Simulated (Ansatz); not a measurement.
CdS:

```
Cd S
1.0
     0.00000    2.75324    2.75324
     2.75324    0.00000    2.75324
     2.75324    2.75324    0.00000
Cd S
1 1
Direct
  0.00000 0.00000 0.00000
  0.50000 0.50000 0.50000
```

Measurements of this composition are mostly on another form, of space group No. 186.

Base run:

```yaml
Program: Ansatz 0.2.0
Functional: HSE06
Potentials_or_basis: all-electron PAW datasets made for the crystal
Cutoff: 290 eV (chosen from the basis error)
k_mesh: 6 × 6 × 6
Occupations: fermi-dirac, width 0.05 eV
Spin: no spin polarisation
```

Its results: band gap on the k mesh 1.24 eV, indirect (least direct gap 2.56 eV); pressure -2.2 GPa.

Q: The run is repeated on the same cell with these changes: functional from HSE06 to PBE0. What comes out?

A: Band gap on the k mesh 1.90 eV, indirect (least direct gap 3.21 eV); pressure -2.3 GPa.

A k mesh can miss the band edges.
